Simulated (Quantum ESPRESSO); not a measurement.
# BeTe (F-43m) in Quantum ESPRESSO: notebook

The runs below take BeTe through band structure, with AM05, LDA, PBEsol, PBE, RPBE.

Everything below comes from runs of Quantum ESPRESSO 7.5. Logs are shortened: lines on timing, memory, paths and dates and some standing lists are left out, and cuts for length are marked.

### 1 The crystal as given

The structure is cubic, space group F-43m (No. 216). Conventional cell: a = 5.540 Å, b = 5.540 Å, c = 5.540 Å, α = 90.00°, β = 90.00°, γ = 90.00°. Te (site symmetry -43m) is surrounded by 4 Be at 2.40 Å. Around Be (site symmetry -43m) lie 4 Te at 2.40 Å.

### 2 Band structure, AM05

pw.in

```
&CONTROL
  calculation = 'scf'
  prefix = 'pwscf'
  outdir = './tmp'
  pseudo_dir = './pseudo'
  tprnfor = .true.
  tstress = .true.
  disk_io = 'low'
/
&SYSTEM
  ibrav = 0
  A = 3.91737157
  nat = 2
  ntyp = 2
  ecutwfc = 88
  nbnd = 16
  input_dft = 'XC-000I-000I-120L-135L-000I-000I'
  occupations = 'smearing'
  smearing = 'fd'
  degauss = 0.00367493
/
&ELECTRONS
  conv_thr = 4d-10
  electron_maxstep = 120
  mixing_beta = 0.5
/
ATOMIC_SPECIES
Te   127.6000 Te.upf
Be     9.0122 Be.upf
CELL_PARAMETERS alat
   0.0000000000    0.7071067808    0.7071067808
   0.7071067808    0.0000000000    0.7071067808
   0.7071067808    0.7071067808    0.0000000000
ATOMIC_POSITIONS alat
Te     1.0606601712    1.0606601712    1.0606601712
Be     0.0000000000    0.0000000000    0.0000000000
K_POINTS automatic
8 8 8 0 0 0
```

bands.in

```
&CONTROL
  calculation = 'bands'
  prefix = 'pwscf'
  outdir = './tmp'
  pseudo_dir = './pseudo'
  disk_io = 'low'
  verbosity = 'high'
/
&SYSTEM
  ibrav = 0
  A = 3.91737157
  nat = 2
  ntyp = 2
  ecutwfc = 88
  nbnd = 16
  input_dft = 'XC-000I-000I-120L-135L-000I-000I'
  occupations = 'smearing'
  smearing = 'fd'
  degauss = 0.00367493
/
&ELECTRONS
  conv_thr = 1d-08
  electron_maxstep = 120
  mixing_beta = 0.5
  diago_full_acc = .true.
/
ATOMIC_SPECIES
Te   127.6000 Te.upf
Be     9.0122 Be.upf
CELL_PARAMETERS alat
   0.0000000000    0.7071067808    0.7071067808
   0.7071067808    0.0000000000    0.7071067808
   0.7071067808    0.7071067808    0.0000000000
ATOMIC_POSITIONS alat
Te     1.0606601712    1.0606601712    1.0606601712
Be     0.0000000000    0.0000000000    0.0000000000
K_POINTS crystal
60
 0.0000000000  0.0000000000  0.0000000000 1
 0.0625000000  0.0000000000  0.0625000000 1
 0.1250000000  0.0000000000  0.1250000000 1
 0.1875000000  0.0000000000  0.1875000000 1
 0.2500000000  0.0000000000  0.2500000000 1
 0.3125000000  0.0000000000  0.3125000000 1
 0.3750000000  0.0000000000  0.3750000000 1
 0.4375000000  0.0000000000  0.4375000000 1
 0.5000000000  0.0000000000  0.5000000000 1
 0.5000000000  0.0625000000  0.5625000000 1
 0.5000000000  0.1250000000  0.6250000000 1
 0.5000000000  0.1875000000  0.6875000000 1
 0.5000000000  0.2500000000  0.7500000000 1
 0.4375000000  0.3125000000  0.7500000000 1
 0.3750000000  0.3750000000  0.7500000000 1
 0.3375000000  0.3375000000  0.6750000000 1
 0.3000000000  0.3000000000  0.6000000000 1
 0.2625000000  0.2625000000  0.5250000000 1
 0.2250000000  0.2250000000  0.4500000000 1
 0.1875000000  0.1875000000  0.3750000000 1
 0.1500000000  0.1500000000  0.3000000000 1
 0.1125000000  0.1125000000  0.2250000000 1
 0.0750000000  0.0750000000  0.1500000000 1
 0.0375000000  0.0375000000  0.0750000000 1
 0.0000000000  0.0000000000  0.0000000000 1
 0.0625000000  0.0625000000  0.0625000000 1
 0.1250000000  0.1250000000  0.1250000000 1
 0.1875000000  0.1875000000  0.1875000000 1
 0.2500000000  0.2500000000  0.2500000000 1
 0.3125000000  0.3125000000  0.3125000000 1
 0.3750000000  0.3750000000  0.3750000000 1
 0.4375000000  0.4375000000  0.4375000000 1
 0.5000000000  0.5000000000  0.5000000000 1
 0.5250000000  0.4500000000  0.5250000000 1
 0.5500000000  0.4000000000  0.5500000000 1
 0.5750000000  0.3500000000  0.5750000000 1
 0.6000000000  0.3000000000  0.6000000000 1
 0.6250000000  0.2500000000  0.6250000000 1
 0.5833333333  0.2500000000  0.6666666667 1
 0.5416666667  0.2500000000  0.7083333333 1
 0.5000000000  0.2500000000  0.7500000000 1
 0.5000000000  0.2857142857  0.7142857143 1
 0.5000000000  0.3214285714  0.6785714286 1
 0.5000000000  0.3571428571  0.6428571429 1
 0.5000000000  0.3928571429  0.6071428571 1
 0.5000000000  0.4285714286  0.5714285714 1
 0.5000000000  0.4642857143  0.5357142857 1
 0.5000000000  0.5000000000  0.5000000000 1
 0.4821428571  0.4821428571  0.5357142857 1
 0.4642857143  0.4642857143  0.5714285714 1
 0.4464285714  0.4464285714  0.6071428571 1
 0.4285714286  0.4285714286  0.6428571429 1
 0.4107142857  0.4107142857  0.6785714286 1
 0.3928571429  0.3928571429  0.7142857143 1
 0.3750000000  0.3750000000  0.7500000000 1
 0.6250000000  0.2500000000  0.6250000000 1
 0.5937500000  0.1875000000  0.5937500000 1
 0.5625000000  0.1250000000  0.5625000000 1
 0.5312500000  0.0625000000  0.5312500000 1
 0.5000000000  0.0000000000  0.5000000000 1
```

Potentials or basis: PseudoDojo 0.4.1 SR PBE standard.

Run with:

```console
> OMP_NUM_THREADS=1 pw.x -in pw.in > pw.out
> OMP_NUM_THREADS=1 pw.x -in bands.in > bands.out
```

pw.out:

```text
This program is part of the open-source Quantum ESPRESSO suite
     for quantum simulation of materials; please cite
         "P. Giannozzi et al., J. Phys.:Condens. Matter 21 395502 (2009);
         "P. Giannozzi et al., J. Phys.:Condens. Matter 29 465901 (2017);
         "P. Giannozzi et al., J. Chem. Phys. 152 154105 (2020);
     in publications or presentations arising from this work. More details at

     IMPORTANT: XC functional enforced from input :
     Exchange-correlation= XC-000I-000I-120L-135L-000I-000I
                           (   0   0 120 135   0   0   0)
     Any further DFT definition will be discarded
     Please, verify this is what you really want

     Message from routine setup:
     using ibrav=0 with symmetry is DISCOURAGED, use correct ibrav instead

     G-vector sticks info
     --------------------
     sticks:   dense  smooth     PW     G-vecs:    dense   smooth      PW
     Sum        1333    1333    379                31951    31951    5029

     Using Slab Decomposition

     bravais-lattice index     =            0
     lattice parameter (alat)  =       7.4028  a.u.
     unit-cell volume          =     286.8573 (a.u.)^3
     number of atoms/cell      =            2
     number of atomic types    =            2
     number of electrons       =        20.00
     number of Kohn-Sham states=           16
     kinetic-energy cutoff     =      88.0000  Ry
     charge density cutoff     =     352.0000  Ry
     scf convergence threshold =      4.0E-10
     mixing beta               =       0.5000
     number of iterations used =            8  plain     mixing
     Exchange-correlation= XC-000I-000I-120L-135L-000I-000I
                           (   0   0 120 135   0   0   0)

     celldm(1)=   7.402759  celldm(2)=   0.000000  celldm(3)=   0.000000
     celldm(4)=   0.000000  celldm(5)=   0.000000  celldm(6)=   0.000000

     crystal axes: (cart. coord. in units of alat)
               a(1) = (   0.000000   0.707107   0.707107 )
               a(2) = (   0.707107   0.000000   0.707107 )
               a(3) = (   0.707107   0.707107   0.000000 )

     reciprocal axes: (cart. coord. in units 2 pi/alat)
               b(1) = ( -0.707107  0.707107  0.707107 )
               b(2) = (  0.707107 -0.707107  0.707107 )
               b(3) = (  0.707107  0.707107 -0.707107 )

     PseudoPot. # 1 for Te read from file:
     Te.upf
     Pseudo is Norm-conserving + core correction, Zval = 16.0
     Generated using ONCVPSP code by D. R. Hamann
     Using radial grid of 1294 points,  6 beta functions with:
                l(1) =   0
                l(2) =   0
                l(3) =   1
                l(4) =   1
                l(5) =   2
                l(6) =   2

     PseudoPot. # 2 for Be read from file:
     Be.upf
     Pseudo is Norm-conserving, Zval =  4.0
     Generated using ONCVPSP code by D. R. Hamann
     Using radial grid of 1358 points,  4 beta functions with:
                l(1) =   0
                l(2) =   0
                l(3) =   1
                l(4) =   1

     atomic species   valence    mass     pseudopotential
     Te               16.00   127.60000     Te( 1.00)
     Be                4.00     9.01220     Be( 1.00)

     24 Sym. Ops. (no inversion) found

   Cartesian axes

     site n.     atom                  positions (alat units)
         1        Te     tau(   1) = (   1.0606602   1.0606602   1.0606602  )
         2        Be     tau(   2) = (   0.0000000   0.0000000   0.0000000  )

     number of k points=    29  Fermi-Dirac smearing, width (Ry)=  0.0037
                       cart. coord. in units 2pi/alat
        k(    1) = (   0.0000000   0.0000000   0.0000000), wk =   0.0039062
        k(    2) = (   0.0883883   0.0883883  -0.0883883), wk =   0.0312500
        k(    3) = (   0.1767767   0.1767767  -0.1767767), wk =   0.0312500
        k(    4) = (   0.2651650   0.2651650  -0.2651650), wk =   0.0312500
        k(    5) = (  -0.3535534  -0.3535534   0.3535534), wk =   0.0156250
        k(    6) = (   0.1767767   0.0000000   0.0000000), wk =   0.0234375
[... 21 lines left out ...]
        k(   28) = (  -0.7071068   0.1767767   0.0000000), wk =   0.0468750
        k(   29) = (  -0.7071068   0.3535534   0.0000000), wk =   0.0234375

     Dense  grid:    31951 G-vectors     FFT dimensions: (  45,  45,  45)

     WARNING: libxc functional with ID  120 depends
      on external parameters: check the user_guide of
      QE if you need to modify them or to check their
      default values.

     WARNING: libxc functional with ID  135 depends
      on external parameters: check the user_guide of
      QE if you need to modify them or to check their
      default values.

     Initial potential from superposition of free atoms

     starting charge      19.9996, renormalised to      20.0000
     Starting wfcs are   11 randomized atomic wfcs +    5 random wfcs

     Self-consistent Calculation

     iteration #  1     ecut=    88.00 Ry     beta= 0.50
     Davidson diagonalization with overlap
     ethr =  1.00E-02,  avg # of iterations =  5.2

     Threshold (ethr) on eigenvalues was too large:
     Diagonalizing with lowered threshold

     Davidson diagonalization with overlap
     ethr =  1.80E-04,  avg # of iterations =  3.6

     total energy              =    -236.87367503 Ry
     estimated scf accuracy    <       0.03685503 Ry
[... 43 lines left out ...]
     iteration #  8     ecut=    88.00 Ry     beta= 0.50
     Davidson diagonalization with overlap
     ethr =  5.75E-12,  avg # of iterations =  2.1

     End of self-consistent calculation

          k = 0.0000 0.0000 0.0000 (  4015 PWs)   bands (ev):

   -91.0507 -27.8297 -27.8297 -27.8297 -27.8145 -27.8145  -4.2764   8.3856
     8.3856   8.3856  12.0029  12.0029  12.0029  12.5404  16.9678  18.9646

          k = 0.0884 0.0884-0.0884 (  3969 PWs)   bands (ev):
[... 16 lines left out ...]
   -91.0507 -27.8271 -27.8263 -27.8263 -27.8132 -27.8132  -2.8154   2.5269
     7.1766   7.1766  11.6198  12.9851  12.9851  16.2842  19.6994  20.3216

          k = 0.1768 0.0000 0.0000 (  3967 PWs)   bands (ev):

   -91.0507 -27.8299 -27.8285 -27.8285 -27.8149 -27.8140  -4.0659   7.2628
     7.6672   7.6672  11.6014  13.0402  13.0402  13.5491  16.6057  17.8564

          k = 0.2652 0.0884-0.0884 (  3988 PWs)   bands (ev):
[... 21 lines left out ...]
   -91.0507 -27.8279 -27.8270 -27.8267 -27.8144 -27.8135  -3.3742   4.3090
     6.3641   7.6251  12.3878  13.0593  13.4228  15.4203  16.8592  18.4520

          k = 0.0000-0.1768 0.1768 (  4009 PWs)   bands (ev):

   -91.0507 -27.8290 -27.8284 -27.8278 -27.8147 -27.8139  -3.8664   5.9920
     7.0073   8.0964  12.4378  12.4858  12.9656  14.6597  16.8242  17.7006

          k = 0.3536 0.0000 0.0000 (  4016 PWs)   bands (ev):

   -91.0507 -27.8306 -27.8255 -27.8255 -27.8157 -27.8128  -3.4784   5.3868
     6.5774   6.5774  10.9397  12.8286  15.0423  15.0423  17.4474  19.5009

          k = 0.4419 0.0884-0.0884 (  4005 PWs)   bands (ev):
[... 11 lines left out ...]
   -91.0507 -27.8274 -27.8250 -27.8241 -27.8143 -27.8132  -2.5240   3.1963
     4.7457   6.5378  11.6257  14.8751  14.9665  16.2628  17.2252  18.3146

          k = 0.0000-0.3536 0.3536 (  3991 PWs)   bands (ev):

   -91.0507 -27.8268 -27.8264 -27.8254 -27.8141 -27.8136  -2.9012   3.8092
     5.0060   7.0924  12.1716  14.0300  14.7213  15.2910  16.9364  18.5638

          k = 0.5303 0.0000-0.0000 (  4016 PWs)   bands (ev):
[... 11 lines left out ...]
   -91.0507 -27.8291 -27.8231 -27.8225 -27.8157 -27.8123  -2.3026   3.4034
     4.2243   5.9962  11.0191  13.7355  16.5412  16.9204  17.8321  19.1863

          k =-0.7071 0.0000 0.0000 (  3984 PWs)   bands (ev):

   -91.0507 -27.8315 -27.8214 -27.8214 -27.8170 -27.8111  -2.2799   3.0163
     5.5582   5.5582  10.2181  11.0167  18.5226  18.5226  20.4358  21.9533

          k = 0.3536 0.1768-0.0000 (  3990 PWs)   bands (ev):
[... 21 lines left out ...]
   -91.0507 -27.8282 -27.8247 -27.8221 -27.8155 -27.8124  -2.3465   3.4087
     4.5410   5.5956  12.0184  13.8772  14.7348  16.5942  18.2286  20.8211

          k = 0.0000-0.3536 0.5303 (  3995 PWs)   bands (ev):

   -91.0507 -27.8268 -27.8262 -27.8227 -27.8149 -27.8129  -2.4421   3.5264
     4.3743   5.9685  12.4913  13.9815  14.7679  16.3331  17.4774  19.1899

          k =-0.7071 0.1768 0.0000 (  4020 PWs)   bands (ev):

   -91.0507 -27.8300 -27.8228 -27.8214 -27.8164 -27.8117  -2.2602   3.2301
     5.0441   5.2161  11.3333  12.0312  16.9457  17.1549  19.8838  20.7385

          k =-0.7071 0.3536 0.0000 (  3996 PWs)   bands (ev):

   -91.0507 -27.8268 -27.8261 -27.8214 -27.8155 -27.8126  -2.2401   3.6056
     4.4204   4.9354  13.6908  13.9693  14.1022  14.8452  19.7938  20.5414

     the Fermi energy is     9.3162 ev

!    total energy              =    -236.87541938 Ry
     estimated scf accuracy    <          9.5E-11 Ry
     smearing contrib. (-TS)   =      -0.00000000 Ry
     internal energy E=F+TS    =    -236.87541938 Ry

     The total energy is F=E-TS. E is the sum of the following terms:
     one-electron contribution =    -113.43799688 Ry
     hartree contribution      =      58.80794556 Ry
     xc contribution           =     -53.32000535 Ry
     ewald contribution        =    -128.92536271 Ry

     convergence has been achieved in   8 iterations

     Forces acting on atoms (cartesian axes, Ry/au):

     atom    1 type  1   force =     0.00000000    0.00000000    0.00000000
     atom    2 type  2   force =     0.00000000    0.00000000   -0.00000000

     Total force =     0.000000     Total SCF correction =     0.000000

     Computing stress (Cartesian axis) and pressure

          total   stress  (Ry/bohr**3)                   (kbar)     P=       28.62
   0.00019458   0.00000000   0.00000000           28.62        0.00        0.00
   0.00000000   0.00019458   0.00000000            0.00       28.62        0.00
  -0.00000000   0.00000000   0.00019458           -0.00        0.00       28.62

=------------------------------------------------------------------------------=
   JOB DONE.
=------------------------------------------------------------------------------=
```

Run time: 49 s. Hardware: 1 thread of Intel Xeon at 2.60GHz (Ice Lake), shared host; peak memory 0.1 GiB.

What came out:

```yaml
Free_energy: -3222.8543 eV
Pressure: 2.9 GPa
Band_gap_on_the_k_mesh: 1.83 eV, indirect (least direct gap 3.62 eV)
Band_gap_along_the_path: 1.83 eV, indirect (least direct gap 3.62 eV)
```

Levels at the corners of the path, in eV from the valence-band top:
| point | band 7 | band 8 | band 9 | band 10 | band 11 | band 12 | band 13 | band 14 |
| --- | --- | --- | --- | --- | --- | --- | --- | --- |
| Γ | -12.66 | 0.00 | 0.00 | 0.00 | 3.62 | 3.62 | 3.62 | 4.15 |
| X | -10.67 | -5.37 | -2.83 | -2.83 | 1.83 | 2.63 | 10.14 | 10.14 |
| W | -10.63 | -4.78 | -3.97 | -3.45 | 5.31 | 5.58 | 5.72 | 6.46 |
| K | -10.69 | -4.98 | -4.16 | -2.39 | 2.63 | 5.35 | 8.16 | 8.53 |
| Γ | -12.66 | 0.00 | 0.00 | 0.00 | 3.62 | 3.62 | 3.62 | 4.15 |
| L | -11.20 | -5.86 | -1.21 | -1.21 | 3.23 | 4.60 | 4.60 | 7.90 |
| U | -10.69 | -4.98 | -4.16 | -2.39 | 2.63 | 5.35 | 8.16 | 8.53 |
| W | -10.63 | -4.78 | -3.97 | -3.45 | 5.31 | 5.58 | 5.72 | 6.46 |
| L | -11.20 | -5.86 | -1.21 | -1.21 | 3.23 | 4.60 | 4.60 | 7.90 |
| K | -10.69 | -4.98 | -4.16 | -2.39 | 2.63 | 5.35 | 8.16 | 8.53 |
| U | -10.69 | -4.98 | -4.16 | -2.39 | 2.63 | 5.35 | 8.16 | 8.53 |
| X | -10.67 | -5.37 | -2.83 | -2.83 | 1.83 | 2.63 | 10.14 | 10.14 |

Caveat: the potentials were made for another functional, which shifts forces and pressure; spin-orbit coupling is left out, which moves the levels of the heavy elements. Expect the measured gap to be larger: semilocal functionals such as AM05 lack the derivative discontinuity.

(Continued in part 2 of 3.)
